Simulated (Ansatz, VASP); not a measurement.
## One calculation of Hf, two programs

```
Hf
1.0
    -1.80500    1.80500    1.80500
     1.80500   -1.80500    1.80500
     1.80500    1.80500   -1.80500
Hf
1
Direct
  0.00000 0.00000 0.00000
```

This isn't the form of Hf at room conditions, which is hcp.

Alike in both runs: task single point; functional r2SCAN; k mesh 18 × 18 × 18; occupations gaussian, width 0.15 eV; no spin polarisation.

|  | VASP | Ansatz |
| --- | --- | --- |
| version | VASP 6.6.1 | Ansatz 0.2.0 |
| potentials or method | VASP PAW PBE potentials, release 64 (Hf_pv) | scalar-relativistic, plane waves, PAW |
| plane-wave cutoff (eV) | 520 | 500 |
| valence electrons in the cell | 10 | 26 |

VASP gave:

```
gap on the k mesh at the Fermi level (eV) : none
pressure (GPa)                            : -5.9
```

**Question.** What did Ansatz give for the same quantities?

**Answer.** gap on the k mesh at the Fermi level (eV): none; pressure (GPa): -5.4.

A gap of «none» marks a metal or a gap that the smearing closes. The functional is the same, so the differences come from potentials, cutoffs and numerics. The two sets of potentials don't hold the same shells in valence.

Caveats: the PAW data sets were made with another functional, which shifts forces and pressure a little (VASP). Spin-orbit coupling is left out, which matters for the levels of Hf.
